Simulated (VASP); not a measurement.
# Hf15Si32 (a cell with a defect) in VASP: relaxation of the atoms with PBE

Aim: the relaxation of the atoms of Hf15Si32 (a cell with a defect) with PBE.

Everything below comes from runs of VASP 6.6.1. Logs are shortened: lines on timing, memory, paths and dates and some standing lists are left out, and cuts for length are marked.

## (1) The structure

The cell holds a defect, 47 atoms: a = 7.344 Å, b = 14.570 Å, c = 7.282 Å, α = 90.00°, β = 90.00°, γ = 90.00°.

## (2) Relaxation of the atoms, PBE

INCAR reads:

```
PREC     = Accurate       # precision mode
ENCUT    = 520            # plane-wave cutoff, eV
EDIFF    = 1E-6           # SCF threshold, eV
ISMEAR   = 1              # smearing method
SIGMA    = 0.1            # smearing width, eV
LREAL    = F              # projectors in reciprocal space
LASPH    = T              # aspherical terms in the spheres
NELM     = 100            # most SCF steps
ALGO     = Normal         # electronic algorithm
ISIF     = 2              # what is computed and relaxed
LWAVE    = F              # write WAVECAR
LCHARG   = F              # write CHGCAR
GGA      = PE             # functional
IBRION   = 2              # ionic algorithm
NSW      = 60             # ionic steps
EDIFFG   = -0.005         # ionic threshold
```

KPOINTS reads:

```
Automatic mesh
0
Gamma
  3 2 3
```

POSCAR reads:

```
Hf15Si32
1.0
    7.3440000000      0.0000000000      0.0000000000
    0.0000000000     14.5700000000      0.0000000000
    0.0000000000      0.0000000000      7.2820000000
Hf Si
15 32
Direct
    0.2500000000      0.6060000000      0.6250000000
    0.5000000000      0.1060000000      0.1250000000
    0.5000000000      0.1060000000      0.6250000000
    0.7500000000      0.6060000000      0.1250000000
    0.7500000000      0.6060000000      0.6250000000
    0.0000000000      0.1060000000      0.1250000000
    0.0000000000      0.1060000000      0.6250000000
    0.2500000000      0.3940000000      0.3750000000
    0.2500000000      0.3940000000      0.8750000000
    0.5000000000      0.8940000000      0.3750000000
    0.5000000000      0.8940000000      0.8750000000
    0.7500000000      0.3940000000      0.3750000000
    0.7500000000      0.3940000000      0.8750000000
    0.0000000000      0.8940000000      0.3750000000
    0.0000000000      0.8940000000      0.8750000000
    0.2500000000      0.9410000000      0.1250000000
    0.2500000000      0.9410000000      0.6250000000
    0.5000000000      0.4410000000      0.1250000000
    0.5000000000      0.4410000000      0.6250000000
    0.7500000000      0.9410000000      0.1250000000
    0.7500000000      0.9410000000      0.6250000000
    0.0000000000      0.4410000000      0.1250000000
    0.0000000000      0.4410000000      0.6250000000
    0.2500000000      0.0590000000      0.3750000000
    0.2500000000      0.0590000000      0.8750000000
    0.5000000000      0.5590000000      0.3750000000
    0.5000000000      0.5590000000      0.8750000000
    0.7500000000      0.0590000000      0.3750000000
    0.7500000000      0.0590000000      0.8750000000
    0.0000000000      0.5590000000      0.3750000000
    0.0000000000      0.5590000000      0.8750000000
    0.2500000000      0.2500000000      0.1250000000
    0.2500000000      0.2500000000      0.6250000000
    0.5000000000      0.7500000000      0.1250000000
    0.5000000000      0.7500000000      0.6250000000
    0.7500000000      0.2500000000      0.1250000000
    0.7500000000      0.2500000000      0.6250000000
    0.0000000000      0.7500000000      0.1250000000
    0.0000000000      0.7500000000      0.6250000000
    0.2500000000      0.7500000000      0.3750000000
    0.2500000000      0.7500000000      0.8750000000
    0.5000000000      0.2500000000      0.3750000000
    0.5000000000      0.2500000000      0.8750000000
    0.7500000000      0.7500000000      0.3750000000
    0.7500000000      0.7500000000      0.8750000000
    0.0000000000      0.2500000000      0.3750000000
    0.0000000000      0.2500000000      0.8750000000
```

Potentials or basis: VASP PAW PBE potentials, release 64 (Hf_pv, Si).

Command:

```console
$ cat potpaw_PBE.64/Hf_pv/POTCAR potpaw_PBE.64/Si/POTCAR > POTCAR
$ mpirun -np 8 vasp_std > vasp.out
```

OUTCAR:

```text
PREC = Accurate
   ENCUT = 520
   EDIFF = 1E-6
   ISMEAR = 1
   LREAL = F
   LASPH = T
   NELM = 100
   ISIF = 2
   GGA = PE
   IBRION = 2
   NSW = 60
   EDIFFG = -0.005

 ion  position               nearest neighbor table
   1  0.250  0.606  0.625-  26 2.67  27 2.67  30 2.67  31 2.67  40 2.78  41 2.78  35 2.79  39 2.79
                            19 3.02  23 3.02   8 3.59   9 3.59   5 3.67   5 3.67
   2  0.500  0.106  0.125-  24 2.67  25 2.67  28 2.67  29 2.67  42 2.78  43 2.78  32 2.79  36 2.79
                            16 3.02  20 3.02  10 3.59  11 3.59   3 3.64   3 3.64   6 3.67   6 3.67
   3  0.500  0.106  0.625-  24 2.67  25 2.67  28 2.67  29 2.67  42 2.78  43 2.78  33 2.79  37 2.79
                            17 3.02  21 3.02  10 3.59  11 3.59   2 3.64   2 3.64   7 3.67   7 3.67
   4  0.750  0.606  0.125-  26 2.67  27 2.67  30 2.67  31 2.67  44 2.78  45 2.78  34 2.79  38 2.79
                            18 3.02  22 3.02  12 3.59  13 3.59   5 3.64   5 3.64
   5  0.750  0.606  0.625-  26 2.67  27 2.67  30 2.67  31 2.67  44 2.78  45 2.78  35 2.79  39 2.79
                            19 3.02  23 3.02  12 3.59  13 3.59   4 3.64   4 3.64   1 3.67   1 3.67
   6  0.000  0.106  0.125-  24 2.67  25 2.67  28 2.67  29 2.67  46 2.78  47 2.78  32 2.79  36 2.79
                            16 3.02  20 3.02  14 3.59  15 3.59   7 3.64   7 3.64   2 3.67   2 3.67
   7  0.000  0.106  0.625-  24 2.67  25 2.67  28 2.67  29 2.67  46 2.78  47 2.78  33 2.79  37 2.79
                            17 3.02  21 3.02  14 3.59  15 3.59   6 3.64   6 3.64   3 3.67   3 3.67
   8  0.250  0.394  0.375-  18 2.67  19 2.67  22 2.67  23 2.67  32 2.78  33 2.78  42 2.79  46 2.79
                            26 3.02  30 3.02   1 3.59   9 3.64   9 3.64  12 3.67  12 3.67
   9  0.250  0.394  0.875-  18 2.67  19 2.67  22 2.67  23 2.67  32 2.78  33 2.78  43 2.79  47 2.79
                            27 3.02  31 3.02   1 3.59   8 3.64   8 3.64  13 3.67  13 3.67
  10  0.500  0.894  0.375-  16 2.67  17 2.67  20 2.67  21 2.67  34 2.78  35 2.78  40 2.79  44 2.79
                            24 3.02  28 3.02   2 3.59   3 3.59  11 3.64  11 3.64  14 3.67  14 3.67
  11  0.500  0.894  0.875-  16 2.67  17 2.67  20 2.67  21 2.67  34 2.78  35 2.78  41 2.79  45 2.79
                            25 3.02  29 3.02   2 3.59   3 3.59  10 3.64  10 3.64  15 3.67  15 3.67
  12  0.750  0.394  0.375-  18 2.67  19 2.67  22 2.67  23 2.67  36 2.78  37 2.78  42 2.79  46 2.79
                            26 3.02  30 3.02   4 3.59   5 3.59  13 3.64  13 3.64   8 3.67   8 3.67
  13  0.750  0.394  0.875-  18 2.67  19 2.67  22 2.67  23 2.67  36 2.78  37 2.78  43 2.79  47 2.79
                            27 3.02  31 3.02   4 3.59   5 3.59  12 3.64  12 3.64   9 3.67   9 3.67
  14  0.000  0.894  0.375-  16 2.67  17 2.67  20 2.67  21 2.67  38 2.78  39 2.78  40 2.79  44 2.79
                            24 3.02  28 3.02   6 3.59   7 3.59  15 3.64  15 3.64  10 3.67  10 3.67
  15  0.000  0.894  0.875-  16 2.67  17 2.67  20 2.67  21 2.67  38 2.78  39 2.78  41 2.79  45 2.79
                            25 3.02  29 3.02   6 3.59   7 3.59  14 3.64  14 3.64  11 3.67  11 3.67
  16  0.250  0.941  0.125-  24 2.50  25 2.50  14 2.67  15 2.67  10 2.67  11 2.67   2 3.02   6 3.02
[... 49 lines left out ...]
  46  0.000  0.250  0.375-  32 2.59  33 2.59  36 2.59  37 2.59   6 2.78   7 2.78   8 2.79  12 2.79

  47  0.000  0.250  0.875-  32 2.59  33 2.59  36 2.59  37 2.59   6 2.78   7 2.78   9 2.79  13 2.79

  LATTYP: Found a simple orthorhombic cell.
 ALAT       =     7.2820000000
 B/A-ratio  =     1.0085141445
 C/A-ratio  =     2.0008239495

  Lattice vectors:

[... 250 lines left out ...]
  ---------------------------------------------------
  ext. energy  EPLUGINS =         0.00000000
  ---------------------------------------------------
  free energy    TOTEN  =      -345.65249061 eV

  energy without entropy =     -345.65327943  energy(sigma->0) =     -345.65275355

------------------------ aborting loop because EDIFF is reached ----------------------------------------

  FORCE on cell =-STRESS in cart. coord.  units (eV):
  Direction    XX          YY          ZZ          XY          YZ          ZX
  --------------------------------------------------------------------------------------
  -------------------------------------------------------------------------------------
  Total       10.9200994     -8.2010974      6.1950794      0.0000000      0.0000000      0.0000000
  in kB       22.4540291    -16.8631870     12.7383906      0.0000000      0.0000000      0.0000000
  external PRESSURE =       6.1097442 kB  Pullay stress =       0.0000000 kB
[... 224 lines left out ...]
  FREE ENERGIE OF THE ION-ELECTRON SYSTEM (eV)
  ---------------------------------------------------
  free  energy   TOTEN  =      -346.4303038990 eV

  energy  without entropy=     -346.4318709782  energy(sigma->0) =     -346.43082626

[... ionic steps 4 to 13 ...]

--------------------------------------- Ionic step       14  -------------------------------------------

 number of electron     277.9999975 magnetization

------------------------ aborting loop because EDIFF is reached ----------------------------------------
[... 157 lines left out ...]
--------------------------------------- Ionic step       16  -------------------------------------------

 number of electron     277.9999975 magnetization

 Free energy of the ion-electron system (eV)
  ---------------------------------------------------
  ext. energy  EPLUGINS =         0.00000000
  ---------------------------------------------------
  free energy    TOTEN  =      -346.57966105 eV

  energy without entropy =     -346.57283007  energy(sigma->0) =     -346.57738406

 E-fermi :   8.0029     XC(G=0): -11.2600

 val. band max:        7.9804848452   @ k =   0.0000   0.5000   0.3333
 cond. band min:       8.0161497730   @ k =   0.3333   0.5000   0.3333
 fundamental gap:      0.0356649278
 Fermi energy:         8.0029010911

 k-point     1 :       0.0000    0.0000    0.0000
  band No.  band energies     occupation
      1     -22.7519      2.00000
      2     -22.7271      2.00000
      3     -22.7247      2.00000
      4     -22.7192      2.00000
      5     -22.7175      2.00000
      6     -22.7139      2.00000
[... 1221 lines left out ...]
    150       9.2299     -0.00000
    151       9.2870     -0.00000
 [bands above 151 left out]

------------------------ aborting loop because EDIFF is reached ----------------------------------------

  FORCE on cell =-STRESS in cart. coord.  units (eV):
  Direction    XX          YY          ZZ          XY          YZ          ZX
  --------------------------------------------------------------------------------------
  -------------------------------------------------------------------------------------
  Total        3.7950826     -5.7555579      1.4001797      0.0000000      0.0000000      0.0000000
  in kB        7.8034907    -11.8346416      2.8790650      0.0000000      0.0000000      0.0000000
  external PRESSURE =      -0.3840286 kB  Pullay stress =       0.0000000 kB
[... 62 lines left out ...]
  FREE ENERGIE OF THE ION-ELECTRON SYSTEM (eV)
  ---------------------------------------------------
  free  energy   TOTEN  =      -346.5796610516 eV

  energy  without entropy=     -346.5728300684  energy(sigma->0) =     -346.57738406

 reached required accuracy - stopping structural energy minimisation
```

It took 61 min on 8 MPI ranks of Intel Xeon Platinum 8488C (Sapphire Rapids), shared host; peak memory 0.32 GiB.

Results:

```yaml
Free_energy: -346.5797 eV
Energy_gained_by_relaxing: 19.7 meV/atom
Ionic_steps: 16
Pressure_after_relaxing: 0.0 GPa
Largest_force_after_relaxing: 0.004 eV/Å
Band_gap_on_the_k_mesh: none (metal or under the smearing width)
```

Forces in eV/Å, atoms in the order of the input:
```
Hf   0.000 -0.002  0.000
Hf   0.000  0.002  0.000
Hf   0.001  0.001  0.000
Hf   0.000  0.000  0.000
Hf   0.000  0.003  0.000
Hf   0.000  0.002  0.000
Hf  -0.001  0.001  0.000
Hf   0.000 -0.001 -0.001
Hf   0.000 -0.001  0.001
Hf   0.000  0.000  0.000
Hf   0.000  0.000  0.000
Hf   0.000 -0.002 -0.002
Hf   0.000 -0.002  0.002
Hf   0.000  0.000  0.000
Hf   0.000  0.000  0.000
Si   0.000  0.001  0.000
Si   0.000  0.002  0.000
Si  -0.001  0.004  0.000
Si   0.002 -0.001  0.000
Si   0.000 -0.002  0.000
Si   0.000  0.000  0.000
Si   0.001  0.004  0.000
Si  -0.002 -0.001  0.000
Si   0.000  0.002  0.001
Si   0.000  0.002 -0.001
Si   0.001  0.001  0.003
Si   0.001  0.001 -0.003
Si   0.000 -0.001  0.001
Si   0.000 -0.001 -0.001
Si  -0.001  0.001  0.003
Si  -0.001  0.001 -0.003
Si   0.000  0.000  0.000
Si   0.000  0.000  0.000
Si   0.001 -0.003  0.000
Si   0.000 -0.001  0.000
Si   0.000 -0.001  0.000
Si   0.000  0.003  0.000
Si  -0.001 -0.003  0.000
Si   0.000 -0.001  0.000
Si   0.000 -0.003  0.001
Si   0.000 -0.003 -0.001
Si   0.000  0.001  0.000
Si   0.000  0.001  0.000
Si   0.000 -0.001 -0.001
Si   0.000 -0.001  0.001
Si   0.000  0.001  0.000
Si   0.000  0.001  0.000
```

Step by step:
```
step  energy change (eV)  largest force (eV/Å)  pressure (GPa)
   1              0.0000                1.1899            0.61
   2             -0.5776                0.6465            0.32
   3             -0.7778                0.3745            0.23
   4             -0.8505                0.2403            0.22
   5             -0.8675                0.2721            0.24
   6             -0.8978                0.1580            0.15
   7             -0.9113                0.2618            0.05
   8             -0.9228                0.0597           -0.04
   9             -0.9229                0.0647           -0.05
  10             -0.9256                0.0309           -0.04
  11             -0.9261                0.0406           -0.04
  12             -0.9269                0.0284           -0.03
  13             -0.9269                0.0205           -0.03
  14             -0.9271                0.0123           -0.04
  15             -0.9271                0.0113           -0.04
  16             -0.9272                0.0042           -0.04
```

Final structure:
```xyz
47
Lattice="7.3440 0.0000 0.0000 0.0000 14.5700 0.0000 0.0000 0.0000 7.2820" Properties=species:S:1:pos:R:3 pbc="T T T"
Hf    1.8360    8.8227    4.5512
Hf    3.6714    1.5150    0.9103
Hf    3.6711    1.5156    4.5512
Hf    5.5080    8.7993    0.9103
Hf    5.5080    8.7871    4.5512
Hf    0.0006    1.5150    0.9103
Hf    0.0009    1.5156    4.5512
Hf    1.8360    5.7666    2.7585
Hf    1.8360    5.7666    6.3440
Hf    3.6633   13.0148    2.7229
Hf    3.6633   13.0148    6.3796
Hf    5.5080    5.7499    2.7095
Hf    5.5080    5.7499    6.3930
Hf    0.0087   13.0148    2.7229
Hf    0.0087   13.0148    6.3796
Si    1.8360   13.7583    0.9103
Si    1.8360   13.7430    4.5512
Si    3.6365    6.5537    0.9103
Si    3.6988    6.6131    4.5512
Si    5.5080   13.7400    0.9103
Si    5.5080   13.7326    4.5512
Si    0.0355    6.5537    0.9103
Si    7.3172    6.6131    4.5512
Si    1.8360    0.7742    2.7333
Si    1.8360    0.7742    6.3692
Si    3.5450    8.1713    2.6460
Si    3.5450    8.1713    6.4565
Si    5.5080    0.7645    2.7316
Si    5.5080    0.7645    6.3709
Si    0.1270    8.1713    2.6460
Si    0.1270    8.1713    6.4565
Si    1.8360    3.6471    0.9103
Si    1.8360    3.6456    4.5512
Si    3.6430   10.8516    0.9103
Si    3.6688   10.9247    4.5512
Si    5.5080    3.6319    0.9103
Si    5.5080    3.6523    4.5512
Si    0.0290   10.8516    0.9103
Si    0.0032   10.9247    4.5512
Si    1.8360   10.8341    2.6728
Si    1.8360   10.8341    6.4297
Si    3.6764    3.6466    2.7285
Si    3.6764    3.6466    6.3740
Si    5.5080   10.9170    2.7337
Si    5.5080   10.9170    6.3688
Si    7.3396    3.6466    2.7285
Si    7.3396    3.6466    6.3740
```

Levels at points of the mesh, in eV from the Fermi level:
| k point | band 135 | band 136 | band 137 | band 138 | band 139 | band 140 | band 141 | band 142 |
| --- | --- | --- | --- | --- | --- | --- | --- | --- |
| (0.00, 0.00, 0.00) | -0.46 | -0.41 | -0.34 | 0.20 | 0.21 | 0.23 | 0.27 | 0.32 |
| (0.00, 0.50, 0.00) | -0.30 | -0.30 | -0.25 | -0.20 | 0.06 | 0.10 | 0.15 | 0.18 |

The run has no spin-orbit coupling, so splittings on Hf are missing.
